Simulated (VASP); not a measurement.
# MoSe2 (P6_3/mmc) in VASP: notebook

The runs below take MoSe2 through single point, with PBEsol.

Everything below comes from runs of VASP 6.6.1. Logs are shortened: lines on timing, memory, paths and dates and some standing lists are left out, and cuts for length are marked.

## 1. The crystal as given

Symmetry: P6_3/mmc, No. 194, hexagonal system. The conventional cell has a = 3.271 Å, b = 3.271 Å, c = 13.133 Å, α = 90.00°, β = 90.00°, γ = 120.00°. Mo (site symmetry -6m2) is surrounded by 6 Se at 2.52 Å. Se (site symmetry 3m) has 3 Mo at 2.52 Å as nearest neighbours.

The cell is a database's computed one.

## 2. Single point, PBEsol

Input file INCAR:

```
ALGO     = Normal         # electronic algorithm
EDIFF    = 1E-6           # SCF threshold, eV
ENCUT    = 700            # plane-wave cutoff, eV
GGA      = PS             # functional
ISIF     = 2              # what is computed and relaxed
ISMEAR   = 0              # smearing method
LASPH    = T              # aspherical terms in the spheres
LCHARG   = T              # write CHGCAR
LELF     = T              # ELF
LREAL    = F              # projectors in reciprocal space
LVHAR    = T            
LWAVE    = F              # write WAVECAR
NBANDS   = 35             # bands
NELM     = 80             # most SCF steps
PREC     = Accurate       # precision mode
SIGMA    = 0.02           # smearing width, eV
```

Input file KPOINTS:

```
k-points
0
Gamma
  9 9 2
```

Input file POSCAR:

```
MoSe2
1.0
    3.2708800000      0.0000000000      0.0000000000
   -1.6354400000      2.8326600000      0.0000000000
    0.0000000000      0.0000000000     13.1334600000
Mo Se
2 4
Direct
    0.6666700000      0.3333300000      0.7500000000
    0.3333300000      0.6666700000      0.2500000000
    0.3333300000      0.6666700000      0.8768800000
    0.6666700000      0.3333300000      0.3768800000
    0.3333300000      0.6666700000      0.6231200000
    0.6666700000      0.3333300000      0.1231200000
```

Potentials or basis: VASP PAW PBE potentials, release 64 (Mo_sv, Se).

The run is started by

```bash
> cat potpaw_PBE.64/Mo_sv/POTCAR potpaw_PBE.64/Se/POTCAR > POTCAR
> mpirun -np 1 vasp_std > vasp.out
```

OUTCAR:

```text
EDIFF = 1E-6
   ENCUT = 700
   GGA = PS
   ISIF = 2
   ISMEAR = 0
   LASPH = T
   LREAL = F
   NELM = 80
   PREC = Accurate

 ion  position               nearest neighbor table
   1  0.667  0.333  0.750-   3 2.52   5 2.52   3 2.52   5 2.52   3 2.52   5 2.52
   2  0.333  0.667  0.250-   4 2.52   6 2.52   4 2.52   6 2.52   4 2.52   6 2.52
   3  0.333  0.667  0.877-   1 2.52   1 2.52   1 2.52
   4  0.667  0.333  0.377-   2 2.52   2 2.52   2 2.52
   5  0.333  0.667  0.623-   1 2.52   1 2.52   1 2.52
   6  0.667  0.333  0.123-   2 2.52   2 2.52   2 2.52

  LATTYP: Found a hexagonal cell.
 ALAT       =     3.2708800000
 C/A-ratio  =     4.0152680624

  Lattice vectors:

 A1 = (   3.2708800000,   0.0000000000,   0.0000000000)
 A2 = (  -1.6354400000,   2.8326600000,   0.0000000000)
 A3 = (   0.0000000000,   0.0000000000,  13.1334600000)

Analysis of symmetry for initial positions (statically):
=====================================================================
 Subroutine PRICEL returns:
 Original cell was already a primitive cell.

 Routine SETGRP: Setting up the symmetry group for a
 hexagonal supercell.

 Subroutine GETGRP returns: Found  8 space group operations
 (whereof  4 operations were pure point group operations)
 out of a pool of 24 trial point group operations.

The static configuration has the point symmetry C_2h.
 The point group associated with its full space group is D_2h.

Analysis of symmetry for dynamics (positions and initial velocities):
=====================================================================
 Subroutine PRICEL returns:
 Original cell was already a primitive cell.

 Routine SETGRP: Setting up the symmetry group for a
 hexagonal supercell.

 Subroutine GETGRP returns: Found  8 space group operations
 (whereof  4 operations were pure point group operations)
 out of a pool of 24 trial point group operations.

The dynamic configuration has the point symmetry C_2h.
 The point group associated with its full space group is D_2h.

 Subroutine INISYM returns: Found  8 space group operations
 (whereof  4 operations are pure point group operations),
 and found     1 'primitive' translations

----------------------------------------------------------------------------------------

                                     Primitive cell

  volume of cell :     121.6853

  direct lattice vectors                    reciprocal lattice vectors
     3.270880000  0.000000000  0.000000000     0.305728122  0.176512536  0.000000000
    -1.635440000  2.832660000  0.000000000     0.000000000  0.353025072  0.000000000
     0.000000000  0.000000000 13.133460000     0.000000000  0.000000000  0.076141398

  length of vectors
     3.270880000  3.270875520 13.133460000     0.353024588  0.353025072  0.076141398

  position of ions in fractional coordinates (direct lattice)
     0.666670000  0.333330000  0.750000000
     0.333330000  0.666670000  0.250000000
     0.333330000  0.666670000  0.876880000
     0.666670000  0.333330000  0.376880000
     0.333330000  0.666670000  0.623120000
     0.666670000  0.333330000  0.123120000

  ion indices of the primitive-cell ions
   primitive index   ion index
                 1           1
                 2           2
                 3           3
                 4           4
                 5           5
                 6           6

----------------------------------------------------------------------------------------

 KPOINTS: k-points

Automatic generation of k-mesh.
 Grid dimensions read from file:
 generate k-points for:    9    9    2

 Generating k-lattice:

  Cartesian coordinates                     Fractional coordinates (reciprocal lattice)
     0.033969791  0.019612504  0.000000000     0.111111111  0.000000000  0.000000000
     0.000000000  0.039225008  0.000000000     0.000000000  0.111111111  0.000000000
     0.000000000  0.000000000  0.038070699     0.000000000  0.000000000  0.500000000

  Length of vectors
     0.039224954  0.039225008  0.038070699

  Shift w.r.t. Gamma in fractional coordinates (k-lattice)
     0.000000000  0.000000000  0.000000000

 Subroutine IBZKPT returns following result:
 ===========================================

 Found     50 irreducible k-points:

 Following reciprocal coordinates:
            Coordinates               Weight
  0.000000  0.000000  0.000000      1.000000
  0.111111  0.000000  0.000000      4.000000
 -0.111111  0.111111  0.000000      2.000000
  0.222222  0.000000  0.000000      4.000000
 -0.222222  0.222222  0.000000      2.000000
  0.333333  0.000000  0.000000      4.000000
[... 16 lines left out ...]
 -0.222222 -0.444444  0.000000      4.000000
  0.444444  0.333333  0.000000      4.000000
 [... further k-points ...]
   k-points           NKPTS =     50   k-points in BZ     NKDIM =     50   number of bands    NBANDS=     35
   number of dos      NEDOS =    301   number of ions     NIONS =      6
   total plane-waves  NPLWV =  94080
   dimension x,y,z NGX =    28 NGY =   28 NGZ =  120
   dimension x,y,z NGXF=    56 NGYF=   56 NGZF=  240
   ions per type =               2   4
   NGX,Y,Z   is equivalent  to a cutoff of  14.23, 14.23, 15.19 a.u.
   NGXF,Y,Z  is equivalent  to a cutoff of  28.46, 28.46, 30.38 a.u.
 SYSTEM =  unknown system
   PREC   = accura    normal or accurate (medium, high low for compatibility)
   ISTART =      0    job   : 0-new  1-cont  2-samecut
   ICHARG =      2    charge: 1-file 2-atom 10-const
   ISPIN  =      1    spin polarized calculation?
   LNONCOLLINEAR =      F non collinear calculations
   LSORBIT =      F    spin-orbit coupling
   LASPH  =      T    aspherical Exc in radial PAW
   ENCUT  =  700.0 eV  51.45 Ry    7.17 a.u.   7.06  7.06 28.33*2*pi/ulx,y,z
   NELM   =     80;   NELMIN=  2; NELMDL= -5     # of ELM steps
   EDIFF  = 0.1E-05   stopping-criterion for ELM
   LREAL  =      F    real-space projection
[... 7 lines left out ...]
   TEBEG  =    0.0;   TEEND  =   0.0 temperature during run
   PSTRESS=    0.0 pullay stress
   NELECT =      52.0000    total number of electrons
   NUPDOWN=      -1.0000    fix difference up-down
   EMIN   =  10.00;   EMAX   =-10.00  energy-range for DOS
   EFERMI =   0.00;   METHOD = LEGACY
   ISMEAR =     0;   SIGMA  =   0.02  broadening in eV -4-tet -1-fermi 0-gaus
   EFERMI_NEDOS =   21; number of points for ismear=-14 and -15
   IALGO  =     38    algorithm
   IMIX   =      4    mixing-type and parameters
     AMIX     =   0.40;   BMIX     =  1.00
     AMIX_MAG =   1.60;   BMIX_MAG =  1.00
  volume/ion in A,a.u.               =      20.28       136.86
  Fermi-wavevector in a.u.,A,eV,Ry     =   1.233095  2.330212 20.687975  1.520523
  Thomas-Fermi vector in A             =   2.367839
   LORBIT       =      0    0 simple, 1 ext, 2 COOP (PROOUT), +10 PAW based schemes
   GGA     = PS    functional components
   LHFCALC =     F    Hartree Fock is set to
   AEXX    =    0.0000 exact exchange contribution
   IVDW    =     0    specifies the selected vdW correction
   LEPSILON=     F    determine dielectric tensor
   LRPA    =     F    only Hartree local field effects (RPA)
 non-spin polarized calculation
 Gauss-broadening in eV      SIGMA  =   0.02
  energy-cutoff  :      700.00
  volume of cell :      121.69
 maximum number of plane-waves:      5151
   NGX = 15   NGY = 15   NGZ = 57

 number of electron      51.9999998 magnetization

 Free energy of the ion-electron system (eV)
  ---------------------------------------------------
  ext. energy  EPLUGINS =         0.00000000
  ---------------------------------------------------
  free energy    TOTEN  =       -43.26406057 eV

  energy without entropy =      -43.26406057  energy(sigma->0) =      -43.26406057

 E-fermi :   6.3517     XC(G=0): -10.7896

 val. band max:        6.1714997952   @ k =   0.0000   0.0000   0.0000
 cond. band min:       7.1612456876   @ k =  -0.1111   0.3333   0.0000
 fundamental gap:      0.9897458924
 Fermi energy:         6.3516854421

 k-point     1 :       0.0000    0.0000    0.0000
  band No.  band energies     occupation
      1     -54.8204      2.00000
      2     -54.8204      2.00000
      3     -29.0330      2.00000
      4     -29.0330      2.00000
      5     -28.8192      2.00000
      6     -28.8192      2.00000
[... 27 lines left out ...]
     34       9.1739      0.00000
     35      11.5066      0.00000

 k-point     2 :       0.1111    0.0000    0.0000
  band No.  band energies     occupation
      1     -54.8172      2.00000
      2     -54.8172      2.00000
      3     -29.0259      2.00000
      4     -29.0259      2.00000
      5     -28.8532      2.00000
      6     -28.8532      2.00000
[... 27 lines left out ...]
     34       9.1459      0.00000
     35      12.3871      0.00000

 k-point     3 :      -0.1111    0.1111    0.0000
  band No.  band energies     occupation
      1     -54.8172      2.00000
      2     -54.8172      2.00000
      3     -29.0259      2.00000
      4     -29.0259      2.00000
      5     -28.8532      2.00000
      6     -28.8532      2.00000
[... 27 lines left out ...]
     34       9.1461      0.00000
     35      12.3865      0.00000
[... 723 lines left out ...]
 k-point    23 :      -0.2222   -0.4444    0.0000
  band No.  band energies     occupation
      1     -54.7919      2.00000
      2     -54.7919      2.00000
      3     -29.0620      2.00000
      4     -29.0620      2.00000
      5     -28.9677      2.00000
      6     -28.9677      2.00000
[... 27 lines left out ...]
     34      10.5924      0.00000
     35      11.9277      0.00000

 k-point    24 :       0.4444    0.3333    0.0000
  band No.  band energies     occupation
      1     -54.7919      2.00000
      2     -54.7919      2.00000
      3     -29.0620      2.00000
      4     -29.0620      2.00000
      5     -28.9677      2.00000
      6     -28.9677      2.00000
[... 27 lines left out ...]
     34      10.5924      0.00000
     35      11.9276      0.00000

 [... further k-points ...]

------------------------ aborting loop because EDIFF is reached ----------------------------------------

  FORCE on cell =-STRESS in cart. coord.  units (eV):
  Direction    XX          YY          ZZ          XY          YZ          ZX
  --------------------------------------------------------------------------------------
  -------------------------------------------------------------------------------------
  Total        0.0388233      0.0394221      0.0176453      0.0005188      0.0000000      0.0000000
  in kB        0.5111690      0.5190540      0.2323278      0.0068302      0.0000000      0.0000000
  external PRESSURE =       0.4208502 kB  Pullay stress =       0.0000000 kB

 VOLUME and BASIS-vectors are now :
 -----------------------------------------------------------------------------
  energy-cutoff  :      700.00
  volume of cell :      121.69
      direct lattice vectors                 reciprocal lattice vectors
     3.270880000  0.000000000  0.000000000     0.305728122  0.176512536  0.000000000
    -1.635440000  2.832660000  0.000000000     0.000000000  0.353025072  0.000000000
     0.000000000  0.000000000 13.133460000     0.000000000  0.000000000  0.076141398

 POSITION                                       TOTAL-FORCE (eV/Angst)
 -----------------------------------------------------------------------------------
      1.63546      0.94421      9.85009        -0.000591      0.000341      0.000000
     -0.00002      1.88845      3.28336         0.000591     -0.000341      0.000000
     -0.00002      1.88845     11.51647         0.000296     -0.000171      0.002416
      1.63546      0.94421      4.94974        -0.000296      0.000171      0.002416
     -0.00002      1.88845      8.18372         0.000296     -0.000171     -0.002416
      1.63546      0.94421      1.61699        -0.000296      0.000171     -0.002416
 -----------------------------------------------------------------------------------
    total drift:                                0.000000      0.000000      0.000000

  FREE ENERGIE OF THE ION-ELECTRON SYSTEM (eV)
  ---------------------------------------------------
  free  energy   TOTEN  =       -43.2640605699 eV

  energy  without entropy=      -43.2640605699  energy(sigma->0) =      -43.26406057
```

Run time: 3.2 min. Hardware: 1 thread of Intel Xeon Platinum 8488C (Sapphire Rapids), shared host; peak memory 0.47 GiB.

Results:

```yaml
Free_energy: -43.2641 eV
Pressure: 0.0 GPa
Band_gap_on_the_k_mesh: 0.99 eV, indirect (least direct gap 1.49 eV)
```

Forces on the atoms (eV/Å):
```
Mo  -0.001  0.000  0.000
Mo   0.001  0.000  0.000
Se   0.000  0.000  0.002
Se   0.000  0.000  0.002
Se   0.000  0.000 -0.002
Se   0.000  0.000 -0.002
```

Levels at points of the mesh, in eV from the valence-band top:
```
           k point  band 22  band 23  band 24  band 25  band 26  band 27  band 28  band 29  band 30  band 31
(0.00, 0.00, 0.00)    -1.40    -1.40    -1.09    -0.89     0.00     2.64     2.64     2.69     2.69     2.84
(0.00, 0.00, 0.50)    -1.42    -1.42    -1.42    -0.20    -0.20     2.65     2.65     2.65     2.65     2.93
```

Caveat: the PAW data sets were made with another functional, which shifts forces and pressure a little; an odd mesh through Γ misses points on the zone boundary, where band edges often lie; this functional lacks dispersion, which binds the layers, so the pressure and a relaxed spacing across them are unreliable.

## 3. Single point, PBEsol

INCAR: that of step 2 with these lines changed.

```diff
@@ -2,3 +2,3 @@
 EDIFF    = 1E-6           # SCF threshold, eV
-ENCUT    = 700            # plane-wave cutoff, eV
+ENCUT    = 520            # plane-wave cutoff, eV
 GGA      = PS             # functional
```

Input file KPOINTS:

```
k-points
0
Gamma
  15 15 4
```

POSCAR is that of step 2.

Potentials or basis: VASP PAW PBE potentials, release 64 (Mo_sv, Se).

The run is started by

```bash
> cat potpaw_PBE.64/Mo_sv/POTCAR potpaw_PBE.64/Se/POTCAR > POTCAR
> mpirun -np 1 vasp_std > vasp.out
```

Run time: 6.5 min. Hardware: 1 thread of Intel Xeon Platinum 8488C (Sapphire Rapids), shared host; peak memory 0.7 GiB.

Results (log left out):

```
Free energy            : -43.2631 eV
Pressure               : 0.0 GPa
Largest force          : 0.004 eV/Å
Band gap on the k mesh : 0.91 eV, indirect (least direct gap 1.49 eV)
```

Forces in eV/Å, atoms in the order of the input:
```
Mo  -0.001  0.000  0.000
Mo   0.001  0.000  0.000
Se   0.000  0.000  0.004
Se   0.000  0.000  0.004
Se   0.000  0.000 -0.004
Se   0.000  0.000 -0.004
```

Levels at points of the mesh, in eV from the valence-band top:
| k point | band 23 | band 24 | band 25 | band 26 | band 27 | band 28 | band 29 | band 30 |
| --- | --- | --- | --- | --- | --- | --- | --- | --- |
| (0.00, 0.00, 0.00) | -1.40 | -1.09 | -0.89 | 0.00 | 2.64 | 2.64 | 2.69 | 2.69 |
| (0.00, 0.00, 0.50) | -1.42 | -1.42 | -0.20 | -0.20 | 2.65 | 2.65 | 2.65 | 2.65 |

Caveat: the PAW data sets were made with another functional, which shifts forces and pressure a little; an odd mesh through Γ misses points on the zone boundary, where band edges often lie; this functional lacks dispersion, which binds the layers, so the pressure and a relaxed spacing across them are unreliable.

## 4. Single point, PBEsol

INCAR: that of step 3 with these lines changed.

```diff
@@ -15,2 +15,2 @@
 PREC     = Accurate       # precision mode
-SIGMA    = 0.02           # smearing width, eV
+SIGMA    = 0.5            # smearing width, eV
```

Input file KPOINTS:

```
k-points
0
Gamma
  9 9 2
```

POSCAR is that of step 3.

The run is started by

```bash
> cat potpaw_PBE.64/Mo_sv/POTCAR potpaw_PBE.64/Se/POTCAR > POTCAR
> mpirun -np 1 vasp_std > vasp.out
```

It took 1.8 min on 1 thread of Intel Xeon Platinum 8488C (Sapphire Rapids), shared host; peak memory 0.33 GiB.

The run converged. Its results:

* Free energy: -43.2664 eV
* Pressure: 0.1 GPa
* Largest force: 0.010 eV/Å
* Band gap on the k mesh: 0.99 eV, indirect (least direct gap 1.49 eV)

Forces on the atoms (eV/Å):
```
Mo  -0.001  0.000  0.000
Mo   0.001  0.000  0.000
Se   0.000  0.000  0.010
Se   0.000  0.000  0.010
Se   0.000  0.000 -0.010
Se   0.000  0.000 -0.010
```

Levels at points of the mesh, in eV from the valence-band top:
```
           k point  band 22  band 23  band 24  band 25  band 26  band 27  band 28  band 29  band 30  band 31
(0.00, 0.00, 0.00)    -1.40    -1.40    -1.09    -0.89     0.00     2.64     2.64     2.69     2.69     2.84
(0.00, 0.00, 0.50)    -1.42    -1.42    -1.42    -0.20    -0.20     2.65     2.65     2.65     2.65     2.93
```

Caveat: the PAW data sets were made with another functional, which shifts forces and pressure a little; an odd mesh through Γ misses points on the zone boundary, where band edges often lie; this functional lacks dispersion, which binds the layers, so the pressure and a relaxed spacing across them are unreliable. A hybrid or GW would open this gap; PBEsol tends to underestimate it.

## 5. Single point, PBEsol

INCAR: that of step 4 with these lines changed.

```diff
@@ -2,3 +2,3 @@
 EDIFF    = 1E-6           # SCF threshold, eV
-ENCUT    = 520            # plane-wave cutoff, eV
+ENCUT    = 900            # plane-wave cutoff, eV
 GGA      = PS             # functional
@@ -15,2 +15,2 @@
 PREC     = Accurate       # precision mode
-SIGMA    = 0.5            # smearing width, eV
+SIGMA    = 0.02           # smearing width, eV
```

KPOINTS is that of step 4.

POSCAR is that of step 4.

The run is started by

```bash
> cat potpaw_PBE.64/Mo_sv/POTCAR potpaw_PBE.64/Se/POTCAR > POTCAR
> mpirun -np 1 vasp_std > vasp.out
```

Run time: 4.7 min. Hardware: 1 thread of Intel Xeon Platinum 8488C (Sapphire Rapids), shared host; peak memory 0.63 GiB.

The run converged. Its results:

* Free energy: -43.2638 eV
* Pressure: 0.1 GPa
* Band gap on the k mesh: 0.99 eV, indirect (least direct gap 1.49 eV)

Forces in eV/Å, atoms in the order of the input:
```
Mo  -0.001  0.000  0.000
Mo   0.001  0.000  0.000
Se   0.000  0.000  0.002
Se   0.000  0.000  0.002
Se   0.000  0.000 -0.002
Se   0.000  0.000 -0.002
```

Levels at points of the mesh, in eV from the valence-band top:
```csv
k point,band 22,band 23,band 24,band 25,band 26,band 27,band 28,band 29,band 30,band 31
"(0.00, 0.00, 0.00)",-1.40,-1.40,-1.09,-0.89,0.00,2.64,2.64,2.69,2.69,2.84
"(0.00, 0.00, 0.50)",-1.42,-1.42,-1.42,-0.20,-0.20,2.65,2.65,2.65,2.65,2.93
```

Caveat: the PAW data sets were made with another functional, which shifts forces and pressure a little; an odd mesh through Γ misses points on the zone boundary, where band edges often lie; this functional lacks dispersion, which binds the layers, so the pressure and a relaxed spacing across them are unreliable.

## 6. Overview

```csv
k mesh,cutoff (eV),smearing,gap on the mesh (eV),pressure (GPa)
9 × 9 × 2,700,gaussian 0.02 eV,0.99,0.0
15 × 15 × 4,520,gaussian 0.02 eV,0.91,0.0
9 × 9 × 2,520,gaussian 0.5 eV,0.99,0.1
9 × 9 × 2,900,gaussian 0.02 eV,0.99,0.1
```

Alike in all rows: task single point; level PBEsol; potentials or basis VASP PAW PBE potentials, release 64 (Mo_sv, Se); no spin polarisation; cell as given.

On the cell as given the gap runs from 0.91 eV (PBEsol) to 0.99 eV (PBEsol); the meshes differ, which moves gaps too.

Caveats: the PAW data sets were made with another functional, which shifts forces and pressure a little; an odd mesh through Γ misses points on the zone boundary, where band edges often lie; this functional lacks dispersion, which binds the layers, so the pressure and a relaxed spacing across them are unreliable.

Absolute energies hang on the potentials; compare differences alone.
